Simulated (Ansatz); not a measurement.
A plane-wave DFT run in Ansatz 0.2.0 (scalar-relativistic PAW potentials unless the input names others): input and command.

```yaml
crystal:
  lattice:
    - [10.2, 0.0, 0.0]
    - [0.0, 9.3, 0.0]
    - [0.0, 0.0, 5.1027597445]
  atoms:
    - { symbol: Cd, position: [0.4000065206, 0.5, 0.0], spin: 0.5 }
    - { symbol: Cd, position: [0.5999934794, 0.5, 0.5], spin: 0.5 }
basis:
  ecutwfc: 420
kpoints:
  mp_grid: { grid: [1, 1, 13] }
hamiltonian:
  xc: pbe
  hubbard: { sites: [{ species: Cd, l: p, u_eff: 40.0 }] }
scf:
  occupations: { method: gaussian, width: 0.05 }
  max_iter: 100
output:
  forces: true
  eigenvalues: true
  stress: true
magnetization:
  spin_polarized: true
```

```bash
ansatz run input.yaml --threads 2 --pin off --max-ram 5120MiB --backend cpu --events-out ev --progress --plain --runs-dir out
```

Abridged log:
```
Cd: projections on atomic orbitals take those of the free atom [Ar 3d10] 4s2 4p6 4d10 5s2, of charge +0.00 (hamiltonian.pseudopotentials.projection_atoms); the dataset's partial waves leave at most 1.3e-5 of an orbital's norm unspanned inside its sphere
Cd: the file doesn't list 5p, so it is added from the neutral free atom; the dataset's partial waves leave at most 1.3e-2 of an orbital's norm unspanned inside its sphere
Pseudopotentials: kind: paw
Pseudopotential: Cd, paw, valence charge 20, recommended cutoff 420 eV (normal)
Functional definition: PBE
Crystal: 2 atoms, lattice volume = 484.048 Å³
Basis set: ecut = 420 eV, 9501 PW (Γ), exchange–correlation on 144×128×72 points (8 copies of the dense FFT grid, shifted against one another)
Bands: 25, of which v1, the nominal top of the filled ones, is band 20 counted from 1 (19 counted from 0)
Symmetry: 8 space group operations
Space group: Pmma (ITA 51), of the structure as read, at distance tolerance 7.9e-5 Å
Magnetic group: BNS 51.289 (UNI 387), of the structure as read, at distance tolerance 7.9e-5 Å
k-points: 7 of 13
Initial density: superposition of atomic densities (neutral atoms: chi_scale 0, normalization atom)
Starting moments: Σ|m| = 1 μB on 2 of 2 sites
Initial wavefunctions: pseudopotential atomic-orbital guess
Functional: x = pbe(κ = 0.804, μ = 0.21951497), c = pbe(β = 0.06672455)
SCF iter   1: F=—  HF=-16501.983217 eV  |F-HF|=—  |Δ(HF+E_count)|=         —  Δρ=1.08e-2 (↑9.09e-3 ↓1.08e-2) dr2=1.58e-1  dr2_m=4.26e-1  M=0.000 μB ∫|m|=0.059 μB  β_m=0.30  ethr=3.99e-4  ⟨swp⟩=1.9  Hψ=2637  notcnv=0
spin=Collinear: Resta preconditioning applied to the charge; magnetization (m = ρ↑ − ρ↓) channel mixes plain (no charge-response kernel on spin).
SCF iter   2: F=—  HF=-16502.375603 eV  |F-HF|=—  |Δ(HF+E_count)|=   3.92e-1  Δρ=7.35e-3 (↑7.10e-3 ↓7.35e-3) dr2=6.81e-2  dr2_m=2.22e-1  M=0.000 μB ∫|m|=0.030 μB  β_m=0.30  ethr=3.96e-4  ⟨swp⟩=3.5  Hψ=604  notcnv=0
SCF iter   3: F=—  HF=-16502.583073 eV  |F-HF|=—  |Δ(HF+E_count)|=   2.07e-1  Δρ=5.54e-3 (↑5.54e-3 ↓4.42e-3) dr2=8.80e-3  dr2_m=1.09e-1  M=0.000 μB ∫|m|=0.030 μB  β_m=0.30  ethr=1.70e-4  ⟨swp⟩=4.1  Hψ=719  notcnv=0  defer=3
SCF iter   4: F=—  HF=-16502.684822 eV  |F-HF|=—  |Δ(HF+E_count)|=   1.02e-1  Δρ=3.84e-3 (↑3.18e-3 ↓3.84e-3) dr2=1.99e-3  dr2_m=5.45e-2  M=0.000 μB ∫|m|=0.024 μB  β_m=0.30  ethr=2.20e-5  ⟨swp⟩=3.0  Hψ=863  notcnv=0  defer=7
SCF iter   5: F=—  HF=-16502.733910 eV  |F-HF|=—  |Δ(HF+E_count)|=   4.91e-2  Δρ=2.52e-3 (↑2.49e-3 ↓2.52e-3) dr2=9.60e-5  dr2_m=2.78e-2  M=0.000 μB ∫|m|=0.017 μB  β_m=0.30  ethr=4.98e-6  ⟨swp⟩=2.5  Hψ=612  notcnv=0  defer=7
SCF iter   6: F=—  HF=-16502.758740 eV  |F-HF|=—  |Δ(HF+E_count)|=   2.48e-2  Δρ=1.82e-3 (↑1.82e-3 ↓1.76e-3) dr2=1.86e-5  dr2_m=1.42e-2  M=0.000 μB ∫|m|=0.013 μB  β_m=0.30  ethr=2.40e-7  ⟨swp⟩=3.2  Hψ=756  notcnv=0  defer=7
Mixer restart at iter 6: flushing history
spin-set hold released at iteration 6 (site moments contracting): the magnetisation degrees of freedom join the quasi-Newton model from the next iteration; the mixer history was flushed
SCF iter   7: F=—  HF=-16502.771007 eV  |F-HF|=—  |Δ(HF+E_count)|=   1.23e-2  Δρ=1.28e-3 (↑1.28e-3 ↓1.27e-3) dr2=2.19e-6  dr2_m=7.23e-3  M=0.000 μB ∫|m|=0.009 μB  β_m=0.65  ethr=4.66e-8  ⟨swp⟩=3.1  Hψ=757  notcnv=0  defer=7
SCF iter   8: F=—  HF=-16502.783135 eV  |F-HF|=—  |Δ(HF+E_count)|=   1.21e-2  Δρ=4.81e-5 (↑4.81e-5 ↓6.73e-6) dr2=8.98e-6  dr2_m=2.31e-6  M=0.000 μB ∫|m|=0.001 μB  β_m=0.61  ethr=5.48e-9  ⟨swp⟩=4.4  Hψ=1051  notcnv=0  defer=7
SCF iter   9: F=—  HF=-16502.783134 eV  |F-HF|=—  |Δ(HF+E_count)|=   1.05e-6  Δρ=1.92e-5 (↑4.16e-6 ↓1.92e-5) dr2=1.26e-6  dr2_m=4.84e-7  M=0.000 μB ∫|m|=0.000 μB  β_m=0.58  ethr=5.48e-9  ⟨swp⟩=3.0  Hψ=776  notcnv=0  defer=7
SCF iter  10: F=—  HF=-16502.783134 eV  |F-HF|=—  |Δ(HF+E_count)|=   3.56e-8  Δρ=5.91e-6 (↑5.91e-6 ↓5.46e-6) dr2=7.01e-9  dr2_m=1.42e-7  M=0.000 μB ∫|m|=0.000 μB  β_m=0.77  ethr=2.50e-10  ⟨swp⟩=10.9  Hψ=2070  notcnv=0
SCF iter  11: F=-16502.783134 eV  HF=-16502.783134 eV  |F-HF|=8.71e-9  |Δ(HF+E_count)|=   1.49e-7  Δρ=1.57e-6 (↑1.57e-6 ↓1.52e-6) dr2=3.09e-9  dr2_m=1.00e-8  M=0.000 μB ∫|m|=0.000 μB  β_m=0.66  ethr=1.75e-11  ⟨swp⟩=5.3  Hψ=1389  notcnv=0
SCF iter  12: F=-16502.783134 eV  HF=-16502.783134 eV  |F-HF|=3.31e-10  |Δ(HF+E_count)|=   9.98e-9  Δρ=2.16e-7 (↑2.16e-7 ↓2.10e-7) dr2=3.81e-11  dr2_m=1.92e-10  M=0.000 μB ∫|m|=0.000 μB  β_m=0.81  ethr=7.72e-12  ⟨swp⟩=2.2  Hψ=1305  notcnv=0
SCF iter  13: F=-16502.783134 eV  HF=-16502.783134 eV  |F-HF|=6.91e-11  |Δ(HF+E_count)|=  4.44e-10  Δρ=2.31e-8 (↑2.31e-8 ↓1.54e-8) dr2=3.74e-13  dr2_m=1.58e-12  M=0.000 μB ∫|m|=0.000 μB  ethr=1.00e-12  ⟨swp⟩=1.4  Hψ=976  notcnv=0
SCF 1 converged in 13 iterations: F = -16502.783134 eV  dr2 = 3.74e-13
WARN: the starting moments were not kept: the SCF closed with an absolute magnetisation of 1.0e-6 μB, where they sum to 1 μB in size (2 sites). That is at most 0.1 of that sum. Measured as dr2_m measures the in/out step, that magnetisation stands 4.2e-14 eV from none, at or under the dr2_threshold of 1.0e-7 eV: it is no larger than a step whose dr2_m would equal this threshold. The system may hold no moment; this SCF shows only that its start led to no more than that. To try another start: raise the starting moments (crystal.atoms[].spin, magnetization.per_species, magnetization.initial_magnet ...
SCF converged after 13 iterations
Magnetization: 0.0000 μB (20.0000 up, 20.0000 down)
Absolute magnetization: 0.0000 μB (∫|ρ↑−ρ↓|, with the PAW one-centre terms)
Spin contamination: 0.0000 ħ² per cell (⟨S²⟩ above its minimum at these occupations)
Per-site moments (μB) at R_I (Å): [(-3.46244133e-8, 1.34746751), (-3.46244132e-8, 1.34746751)]
Free energy (F): -16502.783134 eV
Harris-Foulkes:  -16502.783134 eV  (|F-HF|=6.91e-11)
Internal energy: -16502.783134 eV  (E = F + TS)
E sigma→0 (E₀):  -16502.783134 eV
Fermi energy:    0.054667 eV
--- Forces (eV/Å), atoms counted from 1 ---
  atom   1  Cd    -3.58739987     0.00000000     0.00000000
  atom   2  Cd     3.58739987     0.00000000     0.00000000
--- Stress (GPa, compression-positive) ---
        2.445087       0.000000       0.000000
        0.000000       0.008846       0.000000
        0.000000       0.000000       4.107044
  P = ⅓ Tr σ = 2.1870 GPa (21.870 kbar)
Occupation matrices written to <dir>
```

Task: Find the fault.

Result: The fault is an enormous or negative U (hamiltonian.hubbard: not typed → {"sites": [{"species": "Cd", "l": "p", "u_eff": 40.0}]}, the first being the value of the sound run). Setting it back cures it. The run converged all the same, with an energy at zero smearing 2.4 eV/atom above the reference's (the Hamiltonian itself differs), pressure 2.19 GPa (averaged over a cell that holds vacuum), largest force 3.587 eV/Å, gap on the mesh 2.30 eV, so convergence alone doesn't show that an input is right. A reference run on usual settings, whose relaxation ended at this geometry, converged, and the end of its own relaxation has pressure 0.00 GPa (averaged over a cell that holds vacuum), largest force 0.001 eV/Å, gap on the mesh 2.02 eV.

It took 11 s on 2 threads of Arm Neoverse V1, on a shared host, peak memory 0.69 GiB.